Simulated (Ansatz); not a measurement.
# O on Ni(110): change of the work function, part 4 of 6

How does O on the hollow site change the work function of Ni(110) as the layer fills?

Ansatz 0.2.0; plane-wave DFT, PBE, Ansatz PAW.

So far, work function, upper face (eV): step 2 (the clean slab) 4.57; step 3 (21 atoms, coverage 0.25 ML, cell 2x2) 4.82; step 4 (22 atoms, coverage 0.5 ML, cell 2x2) 4.97.

## 5. Adsorbate added, k-mesh 9×12×1, coverage 1 ML

System of this step: Ni5O (O/Ni(110)). The cell holds 6 atoms: 5 Ni and 1 O. Its edges and angles: a = 3.520 Å, b = 2.489 Å, c = 23.361 Å, α = 90.0°, β = 90.0°, γ = 90.0°. Vacuum lies along c.

Another coverage, to see how the dipoles act on each other as their distance changes.

Input file input.yaml:

```yaml
crystal:
  lattice:
    - [3.52, 0.0, 0.0]
    - [0.0, 2.4890158698, 0.0]
    - [0.0, 0.0, 23.3614697668]
  atoms:
    - { symbol: Ni, position: [0.0, 0.0, 0.3852497334], spin: 0.8 }
    - { symbol: Ni, position: [0.5, 0.5, 0.43852155], spin: 0.69 }
    - { symbol: Ni, position: [0.0, 0.0, 0.4904099325], spin: 0.72 }
    - { symbol: Ni, position: [0.5, 0.5, 0.5465702052], spin: 0.69 }
    - { symbol: Ni, position: [0.0, 0.0, 0.5933475036], spin: 0.8 }
    - { symbol: O, position: [0.5, 0.5, 0.6147502666] }
magnetization:
  spin_polarized: true
kpoints:
  mp_grid: { grid: [9, 12, 1] }
hamiltonian:
  xc: pbe
scf:
  occupations: { method: fermi_dirac, width: 0.1 }
  convergence: { dr2_threshold: 1.0e-08 }
efield:
  axis: 3
  dipole_correction: true
  ramp_position: 0.97
  ramp_width: 0.06
relax:
  f_tol: 0.02
  max_steps: 60
  constraints: [{ sites: [0, 1] }]
output:
  bader: true
  write_potential: true
  write_density: true
  volumetric_format: npy
```

Started as:

```sh
$ ansatz run input.yaml --threads 4 --pin off --max-ram 12288MiB --backend cpu --events-out ev --progress --plain --runs-dir out
```

Numbers of over 12 decimals in the logs are rounded to 6 here.

The program printed:

```text
[...]
Crystal: 6 atoms, lattice volume = 204.678 Å³
Basis set: ecut = 420 eV, 4001 PW (Γ), exchange–correlation on 48×36×320 points (8 copies of the dense FFT grid, shifted against one another)
Bands: 60, of which v1, the nominal top of the filled ones, is band 48 counted from 1 (47 counted from 0)
[...]
--- Bader charges: 6 sites ---
  site symbol  charge [e]  shift [e]    m [muB]
     0     Ni      0.0102     0.0002     0.8207
     1     Ni     -0.0353     0.0001     0.6094
     2     Ni      0.0292     0.0002     0.7292
     3     Ni      0.2245     0.0033     0.6827
     4     Ni      0.6755     0.0003     0.8283
     5      O     -0.9041     0.0029     0.2448
  estimated error of the sums over rays = 5.7e-4 e
[key lines of the parts left out:]
SCF converged after 13 iterations
Magnetization: 3.9151 μB (49.9576 up, 46.0424 down)
Free energy (F): -29762.518336 eV
Fermi energy:    1.728874 eV
Dipole field:    D = -0.034776 V/Å  (p = -0.039336 e·Å, saw-weighted, corrected)
Work function:   Φ+ = 5.3140 eV   Φ− = 4.5016 eV
```

Wall time 3.7 min (4 threads of Arm Neoverse V1, shared host); peak memory 0.95 GiB.

Step by step:

```tsv
step	energy less that of the first step (eV)	largest force component (eV/Å)
1	0.0000	5.9786
2	-0.3135	3.7202
3	-0.6045	1.1095
4	-0.6645	0.0581
5	-0.6646	0.0798
6	-0.6653	0.0055
```

Forces are held to the 4 operations that the run works with; a distortion that breaks them can't arise in this run.

The atoms that moved most (Å):

```tsv
atom	dx	dy	dz	length
Ni5	0.000	0.000	0.340	0.340
O6	0.000	0.000	0.172	0.172
Ni4	0.000	0.000	-0.065	0.065
Ni3	0.000	0.000	-0.007	0.007
```

Running mean over 1.245 Å of the planar mean; the ramp of the sawtooth is left out. The electron's electrostatic potential energy less the Fermi level by z:

```tsv
z (Å)	electron's electrostatic potential energy less the Fermi level (eV)
3.0	4.50
3.5	4.50
4.0	4.50
4.5	4.50
5.0	4.50
5.5	4.49
6.0	4.48
6.5	4.43
7.0	4.24
7.5	3.59
8.0	0.859
8.5	-4.71
9.0	-8.97
9.5	-10.1
10.0	-10.4
10.5	-10.7
11.0	-10.8
11.5	-10.5
12.0	-10.3
12.5	-10.1
13.0	-8.68
13.5	-8.40
14.0	-11.9
14.5	-11.8
15.0	-4.46
15.5	2.72
16.0	4.88
16.5	5.23
17.0	5.30
17.5	5.31
18.0	5.31
18.5	5.31
19.0	5.31
19.5	5.31
20.0	5.31
```

The relaxation took 6 steps and lowered the energy by 0.67 eV; the largest force on the free atoms ends at 0.0055 eV/Å.

The covered face has 5.31 eV, +0.75 eV against the clean one; the bare back face has moved by +0.01 eV, a measure of how thin the slab is.

## 6. Work function against coverage

This step: plane-wave DFT, PBE, Ansatz PAW; work function against coverage (Ansatz 0.2.0).

The runs are now put side by side.

Numbers from this step:

```
work function of the clean face     : 4.566 eV
largest change of the work function : 0.7482 eV
```

Table of work function of the covered face by coverage:

```tsv
coverage (adsorbates/nm²)	work function of the covered face (eV)
0.00	4.57
2.85	4.82
5.71	4.97
11.41	5.31
```

The dipole per adsorbate comes from the change of the cell's dipole. Coverage, by row:

```tsv
coverage (1/nm²)	coverage (ML)	work function (eV)	change (eV)	dipole per adsorbate, positive end outwards (debye)	mean height of the added atoms over the highest substrate atom (Å)
2.853	0.25	4.818	0.2519	-0.219	0.5868
5.707	0.5	4.973	0.4074	-0.181	0.5963
11.41	1	5.314	0.7482	-0.172	0.3318
```

## 7. The slab at 0.25 ML, atoms frozen

This step: plane-wave DFT, PBE, Ansatz PAW (Ansatz 0.2.0).

System of this step: Ni20O (O/Ni(110)). The cell holds 21 atoms: 20 Ni and 1 O. Its edges and angles: a = 7.040 Å, b = 4.978 Å, c = 23.361 Å, α = 90.0°, β = 90.0°, γ = 90.0°. Vacuum lies along c.

To see where the charge goes, the covered slab, the bare substrate and the adsorbate layer are each run at the same frozen positions and on the same grid.

Input file input.yaml:

```yaml
crystal:
  lattice:
    - [7.04, 0.0, 0.0]
    - [0.0, 4.9780317396, 0.0]
    - [0.0, 0.0, 23.3614697668]
  atoms:
    - { symbol: Ni, position: [0.0, 0.0, 0.3852497334], spin: 0.7 }
    - { symbol: Ni, position: [0.25, 0.25, 0.43852155], spin: 0.7 }
    - { symbol: Ni, position: [-0.0080340572, -0.0010109879, 0.4912630945], spin: 0.7 }
    - { symbol: Ni, position: [0.25, 0.25, 0.5394742193], spin: 0.7 }
    - { symbol: Ni, position: [0.0182049621, 0.0005915212, 0.5962425676], spin: 0.7 }
    - { symbol: Ni, position: [0.0, 0.5, 0.3852497334], spin: 0.7 }
    - { symbol: Ni, position: [0.25, 0.75, 0.43852155], spin: 0.7 }
    - { symbol: Ni, position: [-0.0080340572, 0.5010109879, 0.4912630945], spin: 0.7 }
    - { symbol: Ni, position: [0.25, 0.75, 0.5409962157], spin: 0.7 }
    - { symbol: Ni, position: [0.0182049621, 0.4994084788, 0.5962425676], spin: 0.7 }
    - { symbol: Ni, position: [0.5, 0.0, 0.3852497334], spin: 0.7 }
    - { symbol: Ni, position: [0.75, 0.25, 0.43852155], spin: 0.7 }
    - { symbol: Ni, position: [0.5080340572, -0.0010109879, 0.4912630945], spin: 0.7 }
    - { symbol: Ni, position: [0.75, 0.25, 0.5508554168], spin: 0.7 }
    - { symbol: Ni, position: [0.4817950379, 0.0005915212, 0.5962425676], spin: 0.7 }
    - { symbol: Ni, position: [0.5, 0.5, 0.3852497334], spin: 0.7 }
    - { symbol: Ni, position: [0.75, 0.75, 0.43852155], spin: 0.7 }
    - { symbol: Ni, position: [0.5080340572, 0.5010109879, 0.4912630945], spin: 0.7 }
    - { symbol: Ni, position: [0.75, 0.75, 0.5543814767], spin: 0.7 }
    - { symbol: Ni, position: [0.4817950379, 0.4994084788, 0.5962425676], spin: 0.7 }
    - { symbol: O, position: [0.25, 0.25, 0.6213599602] }
magnetization:
  spin_polarized: true
kpoints:
  mp_grid: { grid: [5, 6, 1] }
hamiltonian:
  xc: pbe
scf:
  occupations: { method: fermi_dirac, width: 0.1 }
  convergence: { dr2_threshold: 1.0e-08 }
efield:
  axis: 3
  dipole_correction: true
  ramp_position: 0.97
  ramp_width: 0.06
output:
  write_potential: true
  write_density: true
  volumetric_format: npy
```

The program printed:

```text
[...]
Crystal: 21 atoms, lattice volume = 818.711 Å³
Basis set: ecut = 420 eV, 16085 PW (Γ)
Bands: 228, of which v1, the nominal top of the filled ones, is band 183 counted from 1 (182 counted from 0)
Symmetry: 4 space group operations
k-points: 12 of 30
[...]
Starting moments: Σ|m| = 14 μB on 20 of 21 sites
[...]
SCF iter   1: F=—  HF=-117333.602183 eV  |F-HF|=—  |Δ(HF+E_count)|=         —  Δρ=3.54e-2 (↑2.75e-2 ↓3.54e-2)  dr2=2.14e1  dr2_m=5.51e0  M=18.067 μB ∫|m|=18.903 μB  β_m=1.00  ethr=3.10e-3  p=0.000 e·Å  D=2.03e-6 V/Å  ΔV_dip=-0.00 eV  dr2_dipole=2.04e-1  V_vac-E_F(+/−)=7.01/7.01 eV  ⟨swp⟩=10.6  Hψ=28991  notcnv=0  defer=284
[...]
SCF iter  17: F=-117351.629510 eV  HF=-117351.629510 eV  |F-HF|=5.37e-9  |Δ(HF+E_count)|=   4.92e-9  Δρ=6.64e-7 (↑1.86e-7 ↓6.64e-7)  dr2=6.13e-9  dr2_m=6.78e-10  M=14.413 μB ∫|m|=16.164 μB  ethr=2.05e-12  p=-0.060 e·Å  D=-1.33e-2 V/Å  ΔV_dip=0.31 eV  dr2_dipole=5.25e-10  V_vac-E_F(+/−)=4.82/4.51 eV  ⟨swp⟩=15.3  Hψ=29499  notcnv=0
SCF 1 converged in 17 iterations: F = -117351.629510 eV  dr2 = 6.13e-9
[...]
SCF converged after 17 iterations
Magnetization: 14.4131 μB (190.2065 up, 175.7935 down)
Absolute magnetization: 16.1777 μB (∫|ρ↑−ρ↓|, with the PAW one-centre terms)
[...]
Per-site moments (μB) at R_I (Å): [(0.805562, 1.021878), (0.687609, 0.972841), (0.734831, 1.006714), (0.682880, 0.789101), (0.776564, 0.879765), (0.805562, 1.021878), (0.680484, 0.987508), (0.734831, 1.006714), (0.740673, 0.987508), (0.776564, 0.879765), (0.805562, 1.021878), (0.709677, 1.008829), (0.734831, 1.006714), (0.754194, 1.027281), (0.776564, 0.879765), (0.805562, 1.021878), (0.713704, 1.006714), (0.734831, 1.006714), (0.595768, 1.016932), (0.776564, 0.879765), (0.153921, 0.789101)]
Free energy (F): -117351.629510 eV
[...]
Internal energy: -117350.391464 eV  (E = F + TS)
E sigma→0 (E₀):  -117351.010487 eV
Entropy (-TS):   -1.238045 eV (-58.955 meV/atom)
Fermi energy:    1.571934 eV
Dipole field:    D = -0.013284 V/Å  (p = -0.060103 e·Å, saw-weighted, corrected)
Work function:   Φ+ = 4.8178 eV   Φ− = 4.5075 eV
[...]
--- Band table (eV; the first three rows and the last of 24) ---
  k-point 0 ↑: bands = [... 179 lower, 0.9213, 0.9273, 0.9292, 0.9513, 0.9856, 0.9949, 1.0077, 1.0319, ... 41 higher]
  k-point 1 ↑: bands = [... 179 lower, 0.8653, 0.8830, 0.8879, 0.9264, 0.9300, 0.9995, 1.0170, 1.0858, ... 41 higher]
  k-point 2 ↑: bands = [... 179 lower, 0.7637, 0.8007, 0.8388, 0.8494, 0.8499, 0.9725, 0.9860, 1.0197, ... 41 higher]
  k-point 11 ↓: bands = [... 179 lower, 1.6450, 1.6786, 1.7106, 1.7114, 1.7512, 1.7651, 1.7811, 1.7873, ... 41 higher]
```

Elapsed: 6.9 min, on 4 threads; peak memory 6.4 GiB; 27 min of CPU time.

In the SCF lines HF is the Harris–Foulkes energy and dr2 the Hartree energy of the density residual, in eV; the loop may stop once dr2 is under the threshold and the program's other checks hold. Hψ counts applications of the Hamiltonian.

Numbers from this step:

```
energy at zero smearing        : -117351.0105 eV
total moment                   : 14.41 μB
work function, upper face      : 4.818 eV
work function, lower face      : 4.508 eV
dipole along the normal        : -0.06010 e·Å
step between the vacuum levels : 0.3103 eV
```

The work function of the upper face is 4.82 eV.

## 8. The substrate of the 0.25 ML cell alone

System of this step: O/Ni(110), substrate alone, atoms held. The cell holds 20 atoms: 20 Ni. Its edges and angles: a = 7.040 Å, b = 4.978 Å, c = 23.361 Å, α = 90.0°, β = 90.0°, γ = 90.0°. Vacuum lies along c.

The second part, atoms unmoved.

Input file input.yaml:

```yaml
crystal:
  lattice:
    - [7.04, 0.0, 0.0]
    - [0.0, 4.9780317396, 0.0]
    - [0.0, 0.0, 23.3614697668]
  atoms:
    - { symbol: Ni, position: [0.0, 0.0, 0.3852497334], spin: 0.81 }
    - { symbol: Ni, position: [0.25, 0.25, 0.43852155], spin: 0.69 }
    - { symbol: Ni, position: [-0.0080340572, -0.0010109879, 0.4912630945], spin: 0.73 }
    - { symbol: Ni, position: [0.25, 0.25, 0.5394742193], spin: 0.68 }
    - { symbol: Ni, position: [0.0182049621, 0.0005915212, 0.5962425676], spin: 0.78 }
    - { symbol: Ni, position: [0.0, 0.5, 0.3852497334], spin: 0.81 }
    - { symbol: Ni, position: [0.25, 0.75, 0.43852155], spin: 0.68 }
    - { symbol: Ni, position: [-0.0080340572, 0.5010109879, 0.4912630945], spin: 0.73 }
    - { symbol: Ni, position: [0.25, 0.75, 0.5409962157], spin: 0.74 }
    - { symbol: Ni, position: [0.0182049621, 0.4994084788, 0.5962425676], spin: 0.78 }
    - { symbol: Ni, position: [0.5, 0.0, 0.3852497334], spin: 0.81 }
    - { symbol: Ni, position: [0.75, 0.25, 0.43852155], spin: 0.71 }
    - { symbol: Ni, position: [0.5080340572, -0.0010109879, 0.4912630945], spin: 0.73 }
    - { symbol: Ni, position: [0.75, 0.25, 0.5508554168], spin: 0.75 }
    - { symbol: Ni, position: [0.4817950379, 0.0005915212, 0.5962425676], spin: 0.78 }
    - { symbol: Ni, position: [0.5, 0.5, 0.3852497334], spin: 0.81 }
    - { symbol: Ni, position: [0.75, 0.75, 0.43852155], spin: 0.71 }
    - { symbol: Ni, position: [0.5080340572, 0.5010109879, 0.4912630945], spin: 0.73 }
    - { symbol: Ni, position: [0.75, 0.75, 0.5543814767], spin: 0.6 }
    - { symbol: Ni, position: [0.4817950379, 0.4994084788, 0.5962425676], spin: 0.78 }
magnetization:
  spin_polarized: true
kpoints:
  mp_grid: { grid: [5, 6, 1] }
hamiltonian:
  xc: pbe
scf:
  occupations: { method: fermi_dirac, width: 0.1 }
  convergence: { dr2_threshold: 1.0e-08 }
efield:
  axis: 3
  dipole_correction: true
  ramp_position: 0.97
  ramp_width: 0.06
output:
  write_potential: true
  write_density: true
  volumetric_format: npy
```

The program printed:

```text
[...]
Crystal: 20 atoms, lattice volume = 818.711 Å³
Basis set: ecut = 420 eV, 16085 PW (Γ)
Bands: 225, of which v1, the nominal top of the filled ones, is band 180 counted from 1 (179 counted from 0)
Symmetry: 4 space group operations
k-points: 12 of 30
[...]
Starting moments: Σ|m| = 14.84 μB on 20 of 20 sites
[...]
SCF iter   1: F=—  HF=-116766.387495 eV  |F-HF|=—  |Δ(HF+E_count)|=         —  Δρ=2.85e-2 (↑2.17e-2 ↓2.85e-2)  dr2=2.12e1  dr2_m=3.58e0  M=17.622 μB ∫|m|=18.427 μB  β_m=1.00  ethr=3.10e-3  p=0.000 e·Å  D=2.00e-6 V/Å  ΔV_dip=-0.00 eV  dr2_dipole=1.37e-2  V_vac-E_F(+/−)=7.00/7.00 eV  ⟨swp⟩=11.6  Hψ=29120  notcnv=0  defer=248
[...]
SCF iter  17: F=-116784.664196 eV  HF=-116784.664196 eV  |F-HF|=8.09e-9  |Δ(HF+E_count)|=   6.50e-9  Δρ=8.00e-7 (↑2.06e-7 ↓8.00e-7)  dr2=7.46e-9  dr2_m=8.67e-10  M=14.269 μB ∫|m|=16.069 μB  ethr=1.07e-12  p=-0.014 e·Å  D=-3.11e-3 V/Å  ΔV_dip=0.07 eV  dr2_dipole=1.75e-10  V_vac-E_F(+/−)=4.59/4.52 eV  ⟨swp⟩=15.4  Hψ=29087  notcnv=0
SCF 1 converged in 17 iterations: F = -116784.664196 eV  dr2 = 7.46e-9
[...]
SCF converged after 17 iterations
Magnetization: 14.2687 μB (187.1343 up, 172.8657 down)
Absolute magnetization: 16.0834 μB (∫|ρ↑−ρ↓|, with the PAW one-centre terms)
[...]
Per-site moments (μB) at R_I (Å): [(0.803454, 1.021878), (0.706760, 0.972841), (0.726174, 1.006714), (0.692812, 0.972841), (0.805097, 1.000665), (0.803454, 1.021878), (0.700033, 0.987508), (0.726174, 1.006714), (0.695694, 0.987508), (0.805097, 1.000665), (0.803454, 1.021878), (0.687235, 1.008829), (0.726174, 1.006714), (0.690444, 1.027281), (0.805097, 1.000665), (0.803454, 1.021878), (0.687658, 1.006714), (0.726174, 1.006714), (0.697906, 1.016932), (0.805097, 1.000665)]
Free energy (F): -116784.664196 eV
[...]
Internal energy: -116783.427058 eV  (E = F + TS)
E sigma→0 (E₀):  -116784.045627 eV
Entropy (-TS):   -1.237138 eV (-61.857 meV/atom)
Fermi energy:    1.540575 eV
Dipole field:    D = -0.003104 V/Å  (p = -0.014045 e·Å, saw-weighted, corrected)
Work function:   Φ+ = 4.5899 eV   Φ− = 4.5174 eV
[...]
--- Band table (eV; the first three rows and the last of 24) ---
  k-point 0 ↑: bands = [... 176 lower, 0.8979, 0.9192, 0.9231, 0.9258, 0.9440, 0.9722, 0.9727, 0.9843, ... 41 higher]
  k-point 1 ↑: bands = [... 176 lower, 0.8393, 0.8444, 0.8720, 0.8837, 0.8999, 0.9301, 0.9341, 0.9980, ... 41 higher]
  k-point 2 ↑: bands = [... 176 lower, 0.7514, 0.7682, 0.8163, 0.8239, 0.8550, 0.9629, 0.9807, 0.9963, ... 41 higher]
  k-point 11 ↓: bands = [... 176 lower, 1.5824, 1.5957, 1.6912, 1.6992, 1.7148, 1.7183, 1.7695, 1.7731, ... 41 higher]
```

Elapsed: 6.7 min, on 4 threads; peak memory 6.3 GiB.

This step gave:

```
energy at zero smearing        : -116784.0456 eV
total moment                   : 14.27 μB
work function, upper face      : 4.590 eV
work function, lower face      : 4.517 eV
dipole along the normal        : -0.01404 e·Å
step between the vacuum levels : 0.07252 eV
```

Site moment by atom:

```tsv
atom	site moment (μB)
Ni1	0.803
Ni2	0.707
Ni3	0.726
Ni4	0.693
Ni5	0.805
Ni6	0.803
Ni7	0.700
Ni8	0.726
Ni9	0.696
Ni10	0.805
Ni11	0.803
Ni12	0.687
Ni13	0.726
Ni14	0.690
Ni15	0.805
Ni16	0.803
Ni17	0.688
Ni18	0.726
Ni19	0.698
Ni20	0.805
```

The work function of the upper face is 4.59 eV.

## 9. The adsorbate layer of the 0.25 ML cell alone

System of this step: O/Ni(110), adsorbate layer alone, atoms held. The cell holds 1 atom: 1 O. Its edges and angles: a = 7.040 Å, b = 4.978 Å, c = 23.361 Å, α = 90.0°, β = 90.0°, γ = 90.0°. Vacuum lies along c.

The third part; a free layer of atoms may carry a moment, so spin is on.

input.yaml, the sections that differ from step 8:

```yaml
crystal:
  lattice:
    - [7.04, 0.0, 0.0]
    - [0.0, 4.9780317396, 0.0]
    - [0.0, 0.0, 23.3614697668]
  atoms:
    - { symbol: O, position: [0.25, 0.25, 0.6213599602], spin: 1.0 }
# magnetization, kpoints, hamiltonian, scf, efield, output: as in step 8
```

The program printed:

```text
[...]
Crystal: 1 atoms, lattice volume = 818.711 Å³
Basis set: ecut = 420 eV, 16085 PW (Γ)
Bands: 8, of which v1, the nominal top of the filled ones, is band 3 counted from 1 (2 counted from 0)
Symmetry: 4 space group operations
k-points: 12 of 30
[...]
Starting moments: Σ|m| = 1 μB on 1 of 1 site
[...]
SCF iter   1: F=—  HF=-561.254895 eV  |F-HF|=—  |Δ(HF+E_count)|=         —  Δρ=1.16e-2 (↑1.16e-2 ↓1.10e-2)  dr2=2.61e-3  dr2_m=9.63e-1  M=2.000 μB ∫|m|=2.005 μB  β_m=1.00  ethr=3.82e-5  p=0.000 e·Å  D=2.60e-8 V/Å  ΔV_dip=-0.00 eV  dr2_dipole=2.08e-12  V_vac-E_F(+/−)=8.33/8.33 eV  ⟨swp⟩=1.9  Hψ=1700  notcnv=0
[...]
spin=Collinear: Resta preconditioning applied to the charge; magnetization (m = ρ↑ − ρ↓) channel mixes plain (no charge-response kernel on spin).
SCF iter   2: F=—  HF=-561.429484 eV  |F-HF|=—  |Δ(HF+E_count)|=   1.75e-1  Δρ=1.02e-3 (↑1.02e-3 ↓6.64e-4)  dr2=1.20e-3  dr2_m=5.18e-3  M=2.000 μB ∫|m|=2.006 μB  β_m=1.00  ethr=3.82e-5  p=0.000 e·Å  D=3.15e-7 V/Å  ΔV_dip=-0.00 eV  dr2_dipole=3.00e-13  V_vac-E_F(+/−)=7.58/7.58 eV  ⟨swp⟩=2.9  Hψ=393  notcnv=0  κ⁻¹=1.0e0(r=1)
[...]
SCF iter  19: F=—  HF=-561.844032 eV  |F-HF|=—  |Δ(HF+E_count)|=   1.54e-3  Δρ=2.10e-4 (↑1.59e-4 ↓2.10e-4)  dr2=3.53e-4  dr2_m=5.53e-5  M=2.000 μB ∫|m|=2.024 μB  β_m=1.20  ethr=5.04e-6  p=0.000 e·Å  D=1.21e-5 V/Å  ΔV_dip=-0.00 eV  dr2_dipole=2.26e-10  V_vac-E_F(+/−)=7.03/7.03 eV  ⟨swp⟩=2.0  Hψ=288  notcnv=0
[...]
spin-set hold released at iteration 19 (site moments' squared step at or under half its running peak, from the soft ceiling on): the magnetisation degrees of freedom join the quasi-Newton model from the next iteration; the mixer history was flushed
SCF iter  20: F=—  HF=-561.843944 eV  |F-HF|=—  |Δ(HF+E_count)|=   8.78e-5  Δρ=1.08e-4 (↑9.71e-5 ↓1.08e-4)  dr2=1.37e-4  dr2_m=8.28e-7  M=2.000 μB ∫|m|=2.025 μB  β_m=1.20  ethr=5.04e-6  p=0.000 e·Å  D=9.19e-6 V/Å  ΔV_dip=-0.00 eV  dr2_dipole=1.22e-10  V_vac-E_F(+/−)=7.03/7.03 eV  ⟨swp⟩=2.5  Hψ=264  notcnv=0  κ⁻¹=1.0e0(r=1)
density mixer auto → broyden: gapped, with many states about μ (density of states about μ 1.13 of a free-electron gas's, 18 screened modes)
SCF iter  21: F=—  HF=-561.843912 eV  |F-HF|=—  |Δ(HF+E_count)|=   3.14e-5  Δρ=5.74e-5 (↑5.74e-5 ↓5.11e-5)  dr2=4.21e-5  dr2_m=5.32e-7  M=2.000 μB ∫|m|=2.025 μB  β_m=1.20  ethr=2.28e-6  p=0.000 e·Å  D=5.93e-6 V/Å  ΔV_dip=-0.00 eV  dr2_dipole=5.35e-11  V_vac-E_F(+/−)=7.02/7.02 eV  ⟨swp⟩=2.3  Hψ=248  notcnv=0  κ⁻¹=1.4e-1(r=2)
[...]
SCF iter  27: F=-561.843966 eV  HF=-561.843966 eV  |F-HF|=5.68e-13  |Δ(HF+E_count)|=   3.98e-9  Δρ=7.92e-9 (↑7.92e-9 ↓6.99e-9)  dr2=7.44e-13  dr2_m=5.34e-14  M=2.000 μB ∫|m|=2.025 μB  ethr=1.00e-12  p=0.000 e·Å  D=1.04e-6 V/Å  ΔV_dip=-0.00 eV  dr2_dipole=1.88e-15  V_vac-E_F(+/−)=7.00/7.00 eV  ⟨swp⟩=2.0  Hψ=734  notcnv=0
SCF 1 converged in 27 iterations: F = -561.843966 eV  dr2 = 7.44e-13
[...]
this state was not tested for a lower state beside it, because the mixer in use, unlike msr1, does not test its closes by its own steps (another_mixer; see scf.mixing.algorithm and scf.lower_state_search)
SCF converged after 27 iterations
an eigenvalue changed by more than its tolerance at an iteration that met the thresholds in force, so the SCF went on 2 times, its first undamped step at iteration 26: the last check found none over its tolerance
Magnetization: 2.0000 μB (4.0000 up, 2.0000 down)
Absolute magnetization: 2.0248 μB (∫|ρ↑−ρ↓|, with the PAW one-centre terms)
[...]
Per-site moments (μB) at R_I (Å): [(1.996811, 2.053438092585)]
Free energy (F): -561.843966 eV
[...]
Internal energy: -561.835199 eV  (E = F + TS)
E sigma→0 (E₀):  -561.839583 eV
Entropy (-TS):   -0.008767 eV (-8.767 meV/atom)
Fermi energy:    -6.894846 eV
Dipole field:    D = 0.000001 V/Å  (p = 0.000005 e·Å, saw-weighted, corrected)
Work function:   Φ+ = 7.0049 eV   Φ− = 7.0049 eV
[...]
--- Band table (eV; the first three rows and the last of 24) ---
[...]
```

The job ended after 11 s (4 threads; peak memory 0.85 GiB).

Numbers from this step:

```
energy at zero smearing : -561.8396 eV
total moment            : 2.000 μB
site moments            : 1.997 μB
dipole along the normal : 4.58e-6 e·Å
```

Site moment by atom:

```tsv
atom	site moment (μB)
O1	2.00
```

The free layer carries a moment of 2.0 μB a cell.

[end of part 4 of 6]

[Logs are printed without paths, hosts, clocks, repeated set-up lines and the standing remarks that a program may print on its own settings, such as how far it seeks lower states.]

[Hosts, paths, dates, database ids (printed as entryN), source tags and the programs' standing remarks are cut or masked in the printed files.]

[Maps of the electrostatic potential energy from Ansatz leave out the sawtooth potential of an applied field or a dipole correction, so their vacuum need not be flat; planar profiles and work functions include it.]
